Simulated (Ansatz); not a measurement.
# TePb (Pm-3m) in Ansatz: notebook

The runs below take TePb through relaxation of cell and atoms, single point, with LDA, PBEsol, RPBE.

Everything below comes from runs of Ansatz 0.2.0. Logs are shortened: lines on timing, memory, paths and dates and some standing lists are left out, and cuts for length are marked.

## (1) The structure

It takes space group Pm-3m (No. 221, cubic). The conventional cell has a = 4.002 Å, b = 4.002 Å, c = 4.002 Å, α = 90.00°, β = 90.00°, γ = 90.00°. Around Pb (site symmetry m-3m) lie 8 Te at 3.47 Å. Te (site symmetry m-3m) is surrounded by 8 Pb at 3.47 Å.

Measurements of this composition are mostly on another form, of space group No. 225.

## (2) Relaxation of cell and atoms, LDA

input.yaml reads:

```yaml
crystal:
  lattice:
    - [4.002287, 0.0, 0.0]
    - [0.0, 4.002287, 0.0]
    - [0.0, 0.0, 4.002287]
  atoms:
    - { symbol: Pb, position: [0.0, 0.0, 0.0] }
    - { symbol: Te, position: [0.5, 0.5, 0.5] }
hamiltonian:
  xc: lda
  pseudopotentials: { kind: paw }
kpoints:
  mp_grid: { grid: [7, 7, 7] }
scf:
  occupations: { method: fermi_dirac, width: 0.05 }
output:
  forces: true
  stress: true
relax:
  f_tol: 0.01
  max_steps: 40
  cell: { stress_tol: 0.05 }
```

Potentials or basis: Ansatz PAW.

The run is started by

```
ansatz run input.yaml --threads 2 --pin off --max-ram 5632MiB --backend cpu --events-out ev --progress --plain --runs-dir out
```

What it wrote:

```text
Warning: RAYON_NUM_THREADS=2 ignored (pool sized by the plan → 2); use --threads N
Engine: ansatz 0.2.0, x86_64-unknown-linux-gnu
Pseudopotentials: kind: paw
Pseudopotential: Pb, paw, valence charge 14, recommended cutoff 420 eV (normal), Pb.paw.azcp
Pseudopotential: Te, paw, valence charge 16, recommended cutoff 420 eV (normal), Te.paw.azcp
Functional definition: SPW92
  exchange = slater_x
  correlation = pw_c
Crystal: 2 atoms, lattice volume = 64.110 Å³
Basis set: ecut = 420 eV, 1237 PW (Γ)
Bands: 19, of which v1, the nominal top of the filled ones, is band 15 counted from 1 (14 counted from 0)
Symmetry: 48 space group operations
Space group: Pm-3m (ITA 221), of the structure as read, at distance tolerance 4.0e-5 Å
k-points: 20 of 343
Non-local potential: Pb, projectors of the file, l = 0: 2, l = 1: 2, l = 2: 2, l = 3: 2
Non-local potential: Te, projectors of the file, l = 0: 2, l = 1: 2, l = 2: 2, l = 3: 2
PAW form: soft (Blöchl's): semilocal exchange-correlation on the pseudo side does not see the compensation charge
PAW frozen core: Pb, regenerated for the run's functional, and the local potential with it (the file was generated under x = pbe(κ = 0.804, μ = 0.2195149727645171), c = pbe(β = 0.06672455060314922))
PAW frozen core: Te, regenerated for the run's functional, and the local potential with it (the file was generated under x = pbe(κ = 0.804, μ = 0.2195149727645171), c = pbe(β = 0.06672455060314922))
PAW one-centre angular grid: Pb, 590 points (default); XC on 64 Gauss nodes
PAW one-centre angular grid: Te, 590 points (default); XC on 64 Gauss nodes
Initial density: superposition of atomic densities (neutral atoms: chi_scale 0, normalization atom), corrected by the library's trained network
Initial wavefunctions: pseudopotential atomic-orbital guess
Functional: x = slater, c = lda
SCF iter   1: F=—  HF=-18429.793695 eV  |F-HF|=—  |Δ(HF+E_count)|=         —  Δρ=4.85e-3  dr2=1.41e-2  ethr=1.77e-3  ⟨swp⟩=6.5  Hψ=1953  notcnv=0
preconditioner: auto → Kerker (q_TF=auto, 2.404 Å⁻¹)  [metal: Δε(μ)=0.058 eV  Ē_g=14.581 eV  σ=0.050 eV  W_gap=0.28  n_scr=18 (ndim 8)  ℏωp=20.7 eV  f_vac=0.000  D(μ)=1.90/eV (n_scr^D=18)]
SCF iter   2: F=—  HF=-18429.788607 eV  |F-HF|=—  |Δ(HF+E_count)|=   5.09e-3  Δρ=2.64e-3  dr2=3.67e-3  ethr=4.70e-5  ⟨swp⟩=2.2  Hψ=647  notcnv=0
SCF iter   3: F=—  HF=-18429.787640 eV  |F-HF|=—  |Δ(HF+E_count)|=   9.68e-4  Δρ=4.90e-4  dr2=2.23e-4  ethr=1.22e-5  ⟨swp⟩=2.0  Hψ=491  notcnv=0
SCF iter   4: F=—  HF=-18429.787593 eV  |F-HF|=—  |Δ(HF+E_count)|=   4.63e-5  Δρ=1.78e-4  dr2=3.14e-5  ethr=7.44e-7  ⟨swp⟩=2.4  Hψ=519  notcnv=0
SCF iter   5: F=—  HF=-18429.787589 eV  |F-HF|=—  |Δ(HF+E_count)|=   3.93e-6  Δρ=3.87e-5  dr2=1.25e-6  ethr=1.05e-7  ⟨swp⟩=1.8  Hψ=474  notcnv=0
SCF iter   6: F=-18429.787589 eV  HF=-18429.787590 eV  |F-HF|=2.67e-8  |Δ(HF+E_count)|=   1.34e-7  Δρ=1.14e-5  dr2=7.88e-8  ethr=3.33e-10  ⟨swp⟩=4.0  Hψ=1704  notcnv=0
SCF 1 converged in 6 iterations: F = -18429.787589 eV  dr2 = 7.88e-8
relax step   1: F+E_penalty+E_count = -18429.78758949 eV  Δ(F+E_penalty+E_count) = +0.000e0 eV  max|allowed force component| = 2.314e-29 eV/Å  Δτ_max = 0.0000 Å  P = -3.942 GPa  Ω = 64.110 Å³  (6 SCF iters, dr2 threshold 1.00e-7 eV, accepted)
Crystal: 2 atoms, lattice volume = 58.054 Å³
Basis set: ecut = 420 eV, 1141 PW (Γ)
Initial density: handed on by an earlier stage of this run
Initial wavefunctions: those handed on with the density
iter 1 solved again at ethr=1.80e-5 eV; its pass at ethr=3.10e-3 eV (dr2=5.40e-3 eV) is discarded
SCF iter   1: F=—  HF=-18429.868164 eV  |F-HF|=—  |Δ(HF+E_count)|=         —  Δρ=2.22e-3  dr2=5.51e-3  ethr=1.80e-5  ⟨swp⟩=2.0  Hψ=2651  notcnv=0
preconditioner: auto → Resta (q_TF=auto, 2.444 Å⁻¹)  ε∞=3.1  [insulator: Δε(μ)=0.117 eV  Ē_g=14.910 eV  σ=0.050 eV  W_gap=0.52  n_scr=18 (ndim 8)  ℏωp=21.8 eV  f_vac=0.000  D(μ)=2.04/eV (n_scr^D=18)  ε∞_Penn≈3.1]
SCF iter   2: F=—  HF=-18429.867291 eV  |F-HF|=—  |Δ(HF+E_count)|=   8.73e-4  Δρ=1.24e-3  dr2=1.83e-3  ethr=1.80e-5  ⟨swp⟩=1.0  Hψ=380  notcnv=0
SCF iter   3: F=—  HF=-18429.866933 eV  |F-HF|=—  |Δ(HF+E_count)|=   3.57e-4  Δρ=1.46e-4  dr2=1.34e-5  ethr=6.10e-6  ⟨swp⟩=2.0  Hψ=443  notcnv=0
SCF iter   4: F=—  HF=-18429.866936 eV  |F-HF|=—  |Δ(HF+E_count)|=   3.05e-6  Δρ=3.84e-5  dr2=9.37e-7  ethr=4.47e-8  ⟨swp⟩=2.2  Hψ=507  notcnv=0
iter 5 did not close the SCF: its close was put off for the readings that it lacked (scf_convergence_deferred on its scf_iter line)
SCF iter   5: F=-18429.866936 eV  HF=-18429.866936 eV  |F-HF|=6.11e-8  |Δ(HF+E_count)|=   6.10e-8  Δρ=1.52e-5  dr2=8.87e-8  ethr=3.12e-9  ⟨swp⟩=2.1  Hψ=577  notcnv=0
SCF iter   6: F=-18429.866936 eV  HF=-18429.866936 eV  |F-HF|=4.98e-9  |Δ(HF+E_count)|=   2.89e-8  Δρ=4.42e-6  dr2=8.25e-9  ethr=2.96e-10  ⟨swp⟩=3.0  Hψ=1345  notcnv=0
SCF 2 converged in 6 iterations: F = -18429.866936 eV  dr2 = 8.25e-9
relax step   2: F+E_penalty+E_count = -18429.86693626 eV  Δ(F+E_penalty+E_count) = -7.935e-2 eV  max|allowed force component| = 2.630e-30 eV/Å  Δτ_max = 0.0000 Å  P = +0.154 GPa  Ω = 58.054 Å³  energy of the carried Pulay correction = +1.159e-3 eV  (6 SCF iters, dr2 threshold 2.00e-7 eV, accepted)
Crystal: 2 atoms, lattice volume = 58.261 Å³
iter 1 solved again at ethr=9.02e-8 eV; its pass at ethr=3.10e-3 eV (dr2=2.70e-5 eV) is discarded
SCF iter   1: F=—  HF=-18429.866981 eV  |F-HF|=—  |Δ(HF+E_count)|=         —  Δρ=9.59e-5  dr2=1.14e-5  ethr=9.02e-8  ⟨swp⟩=3.0  Hψ=2488  notcnv=0
preconditioner: auto → Resta (q_TF=auto, 2.443 Å⁻¹)  ε∞=3.1  [insulator: Δε(μ)=0.116 eV  Ē_g=14.895 eV  σ=0.050 eV  W_gap=0.52  n_scr=18 (ndim 8)  ℏωp=21.8 eV  f_vac=0.000  D(μ)=2.06/eV (n_scr^D=18)  ε∞_Penn≈3.1]
SCF iter   2: F=—  HF=-18429.866979 eV  |F-HF|=—  |Δ(HF+E_count)|=   1.71e-6  Δρ=5.40e-5  dr2=3.71e-6  ethr=3.81e-8  ⟨swp⟩=1.1  Hψ=381  notcnv=0
iter 3 did not close the SCF: its close was put off for the readings that it lacked (scf_convergence_deferred on its scf_iter line)
SCF iter   3: F=-18429.866978 eV  HF=-18429.866978 eV  |F-HF|=4.73e-9  |Δ(HF+E_count)|=   7.16e-7  Δρ=5.40e-6  dr2=1.75e-8  ethr=1.24e-8  ⟨swp⟩=1.9  Hψ=432  notcnv=0
iter 4 did not close the SCF: its close was put off for the readings that it lacked (scf_convergence_deferred on its scf_iter line)
SCF iter   4: F=-18429.866978 eV  HF=-18429.866978 eV  |F-HF|=3.49e-10  |Δ(HF+E_count)|=   8.68e-9  Δρ=1.49e-6  dr2=1.41e-9  ethr=5.84e-11  ⟨swp⟩=2.4  Hψ=528  notcnv=0
iter 5 did not close the SCF: its close was put off for the readings that it lacked (scf_convergence_deferred on its scf_iter line)
SCF iter   5: F=-18429.866978 eV  HF=-18429.866978 eV  |F-HF|=3.64e-11  |Δ(HF+E_count)|=  5.82e-11  Δρ=4.30e-7  dr2=6.41e-11  ethr=4.70e-12  ⟨swp⟩=2.0  Hψ=582  notcnv=0
SCF iter   6: F=-18429.866978 eV  HF=-18429.866978 eV  |F-HF|=0.00e0  |Δ(HF+E_count)|=  1.46e-11  Δρ=9.80e-8  dr2=3.25e-12  ethr=1.00e-12  ⟨swp⟩=1.4  Hψ=869  notcnv=0
SCF 3 converged in 6 iterations: F = -18429.866978 eV  dr2 = 3.25e-12
relax step   3: F+E_penalty+E_count = -18429.86697835 eV  Δ(F+E_penalty+E_count) = -4.209e-5 eV  max|allowed force component| = 5.785e-30 eV/Å  Δτ_max = 0.0000 Å  P = -0.022 GPa  Ω = 58.261 Å³  energy of the carried Pulay correction = +1.116e-3 eV  (6 SCF iters, dr2 threshold 5.95e-8 eV, accepted)
Initial wavefunctions: pseudopotential atomic-orbital guess (no wavefunctions were taken with the density)
iter 1 solved again at ethr=2.97e-7 eV; its pass at ethr=3.10e-3 eV (dr2=8.91e-5 eV) is discarded
SCF iter   1: F=—  HF=-18429.866003 eV  |F-HF|=—  |Δ(HF+E_count)|=         —  Δρ=1.16e-4  dr2=1.31e-6  ethr=2.97e-7  ⟨swp⟩=3.1  Hψ=3008  notcnv=0
SCF iter   2: F=—  HF=-18429.866004 eV  |F-HF|=—  |Δ(HF+E_count)|=   6.42e-7  Δρ=5.78e-5  dr2=3.06e-7  ethr=4.36e-9  ⟨swp⟩=2.0  Hψ=671  notcnv=0
SCF iter   3: F=—  HF=-18429.866004 eV  |F-HF|=—  |Δ(HF+E_count)|=   4.03e-9  Δρ=8.96e-6  dr2=1.13e-8  ethr=1.02e-9  ⟨swp⟩=2.1  Hψ=674  notcnv=0
SCF iter   4: F=—  HF=-18429.866004 eV  |F-HF|=—  |Δ(HF+E_count)|=  8.62e-10  Δρ=5.36e-7  dr2=2.05e-10  ethr=3.77e-11  ⟨swp⟩=2.5  Hψ=530  notcnv=0
iter 5 did not close the SCF: its close was put off for the readings that it lacked (scf_convergence_deferred on its scf_iter line)
SCF iter   5: F=-18429.866004 eV  HF=-18429.866004 eV  |F-HF|=1.46e-11  |Δ(HF+E_count)|=  5.46e-11  Δρ=1.16e-7  dr2=1.44e-11  ethr=1.00e-12  ⟨swp⟩=1.8  Hψ=524  notcnv=0
SCF iter   6: F=-18429.866004 eV  HF=-18429.866004 eV  |F-HF|=1.09e-11  |Δ(HF+E_count)|=  7.28e-12  Δρ=2.28e-8  dr2=1.70e-13  ethr=1.00e-12  ⟨swp⟩=5.0  Hψ=1668  notcnv=0
SCF 4 converged in 6 iterations: F = -18429.866004 eV  dr2 = 1.70e-13
relax step   4: F+E_penalty+E_count = -18429.86600400 eV  Δ(F+E_penalty+E_count) = +9.744e-4 eV  max|allowed force component| = 2.892e-30 eV/Å  Δτ_max = 0.0000 Å  P = -0.033 GPa  Ω = 58.261 Å³  stress off target by 3.30e-2 GPa  SCF on the basis re-selected at this cell (its energy is not comparable with the rows above)  (6 SCF iters)
basis re-selected at this cell: Δ(F+E_penalty+E_count) = +9.744e-4 eV, ΔP = -0.011 GPa vs the last step (what re-selecting the basis moved, of the pressure what is left beyond the Pulay correction that the steps carried, after the strain that the cell walked since its last selection, with what the two solves' SCF thresholds leave and, on support functions, any second-order correction that the steps lacked; it is no measure of the basis error at this ecutwfc). This SCF's stress stands 3.30e-2 GPa from its target on what of the cell is left free (relax.cell.stress_tol is 5.00e-2 GPa) and its largest allowed force component is 2.89e-30 eV/Å (relax.f_tol is 1.00e-2 eV/Å): within both
SCF converged after 6 iterations
Free energy (F): -18429.866004 eV
Harris-Foulkes:  -18429.866004 eV  (|F-HF|=1.09e-11)
Internal energy: -18429.849132 eV  (E = F + TS)
E sigma→0 (E₀):  -18429.857568 eV
Entropy (-TS):   -0.016872 eV (-8.436 meV/atom)
Fermi energy:    10.654945 eV
--- Per-component energies (eV) ---
  E_band       = -263.629779
  E_kinetic    = 471.259425
  E_local      = -2065.554694  (includes V_loc(G=0)·N_el)
  E_nonlocal   = 49.190451
  E_hartree    = 1118.908781
  E_xc         = -344.172826
  E_vxc        = -239.804569  (∫ρ·V_xc dr)
  E_paw        = -14611.043040  (= ΣΔE_a)
  E_vpaw       = -716.537784  (= ΣTr[D̂ρ^β])
  E_aug_tail   = -0.000167  (compensation charges beyond the density's cutoff)
  E_ewald      = -3049.038009
  E_core_change = 0.600948  (= ΣΔE_core)
  E_smearing   = -0.016872  (= −TS)
  E_closure    = -0.000000  (closes the sum)
  Σ components = -18429.866004   (vs F -18429.866004, Δ=0.00e0)
--- Forces (eV/Å), atoms counted from 1 ---
  atom   1  Pb     0.00000000     0.00000000     0.00000000
  atom   2  Te    -0.00000000    -0.00000000     0.00000000
  max |Σ_I F_I| component: 3.68e-30 eV/Å
--- Stress (GPa, compression-positive) ---
       -0.033010      -0.000000       0.000000
       -0.000000      -0.033010       0.000000
        0.000000       0.000000      -0.033010
  P = ⅓ Tr σ = -0.0330 GPa (-0.330 kbar)
--- Relaxed structure (3 steps of the walk, 3 accepted, 1 SCFs on fresh bases) ---
  F+E_penalty+E_count = -18429.86600400 eV   max|allowed force component| = 2.892e-30 eV/Å   (the final SCF, on the basis selected at the relaxed cell)
  cell:  # Å, volume = 58.2611 Å³
    - [3.8766766878850354, 3.851859888774472e-34, 7.703719777548943e-34]
    - [-1.283953296258157e-34, 3.8766766878850354, -5.135813185032629e-34]
    - [7.703719777548943e-34, -5.135813185032629e-34, 3.8766766878850354]
  atoms:
    - { symbol: Pb, position: [-8.82213485617446e-35, 4.010061298256271e-36, -1.8235647522758252e-48] }
    - { symbol: Te, position: [0.5, 0.5, 0.5] }
```

Wall time 3.4 s (2 threads of Intel Xeon at 2.70GHz, shared host); peak memory 0.36 GiB.

Results:

```
Free energy                            : -18429.8660 eV
Relaxed volume                         : 29.13 Å³/atom
Relaxed cell                           : a = 3.877 Å, b = 3.877 Å, c = 3.877 Å, α = 90.00°, β = 90.00°, γ = 90.00°
Space group after relaxing (to 0.05 Å) : Pm-3m (No. 221)
Energy gained by relaxing              : 39.2 meV/atom
Ionic steps                            : 4
Pressure after relaxing                : 0.0 GPa
```

The path:
| step | energy change (eV) | largest force (eV/Å) | volume (Å³) |
| --- | --- | --- | --- |
| 1 | 0.0000 | 0.0000 | 64.11 |
| 2 | -0.0793 | 0.0000 | 58.05 |
| 3 | -0.0794 | 0.0000 | 58.26 |
| 4 | -0.0784 | 0.0000 | 58.26 |

Final structure:
```xyz
2
Lattice="3.8767 0.0000 0.0000 0.0000 3.8767 0.0000 0.0000 0.0000 3.8767" Properties=species:S:1:pos:R:3 pbc="T T T"
Pb    0.0000    0.0000    0.0000
Te    1.9383    1.9383    1.9383
```

Caveat: the plane-wave basis is chosen anew once the cell has moved, so the energies of steps on either side of that aren't comparable; the PAW data sets come from PBE, with cores solved anew for the run's functional, which leaves a small shift of forces and pressure. Spin-orbit coupling is left out, which matters for the levels of Pb, Te.

[end of part 1 of 2]
